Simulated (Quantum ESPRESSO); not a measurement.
Crystal: AgCl (Chlorargyrite).

```
CELL_PARAMETERS angstrom
0.00000 2.73500 2.73500
2.73500 0.00000 2.73500
2.73500 2.73500 0.00000
ATOMIC_POSITIONS crystal
Ag 0.00000 0.00000 0.00000
Cl 0.50000 0.50000 0.50000
```

Base run:

```yaml
Program: Quantum ESPRESSO 7.5
Functional: RPBE
Potentials_or_basis: SG15 PBE 1.2
Cutoff: 952 eV
Density_cutoff: 3810 eV
k_mesh: 8 × 8 × 8
Occupations: fermi-dirac, width 0.05 eV
Spin: no spin polarisation
```

Its results: band gap on the k mesh 1.17 eV, indirect (least direct gap 3.53 eV); pressure 7.5 GPa.

Task: After a change of settings the same cell gave: band gap on the k mesh 0.99 eV, indirect (least direct gap 3.37 eV); pressure 3.0 GPa. Which change was it?
A. functional from RPBE to AM05
B. functional from RPBE to PBE
C. functional from RPBE to TASK; k mesh from 8 × 8 × 8 to 6 × 6 × 6
D. functional from RPBE to optB88-vdW

Result: D.

Caveats: the potentials were made for another functional, which shifts forces and pressure; this potential file gives levels or pressures that part from those of other sets.
